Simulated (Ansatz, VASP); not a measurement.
**CdTe: VASP beside Ansatz**

```xyz
2
Lattice="0.0000 3.0534 3.6640 3.0534 0.0000 3.6640 3.0534 3.0534 0.0000" Properties=species:S:1:pos:R:3 pbc="T T T"
Cd    0.0000    0.0000    0.0000
Te    4.5800    4.5800    5.4960
```

Alike in both runs: task single point; functional PBEsol; k mesh 8 × 8 × 8; occupations gaussian, width 0.05 eV; no spin polarisation.

|  | VASP | Ansatz |
| --- | --- | --- |
| version | VASP 6.6.1 | Ansatz 0.2.0 |
| potentials or method | VASP PAW PBE potentials, release 64 (Cd, Te) | scalar-relativistic, plane waves, PAW |
| plane-wave cutoff (eV) | 520 | 420 |
| valence electrons in the cell | 18 | 36 |

```csv
,VASP,Ansatz,Ansatz less VASP
gap on the k mesh at the Fermi level (eV),0.23,0.23,-0.001
least direct gap on the mesh (eV),0.23,0.23,-0.001
pressure (GPa),-0.3,-0.5,-0.16
largest component of the traceless stress (GPa),2.91,2.93,+0.012
```

The two sets of potentials don't hold the same shells in valence.

Caveats: the PAW data sets were made with another functional, which shifts forces and pressure a little (VASP); spin-orbit coupling is left out, which moves the levels of the heavy elements.
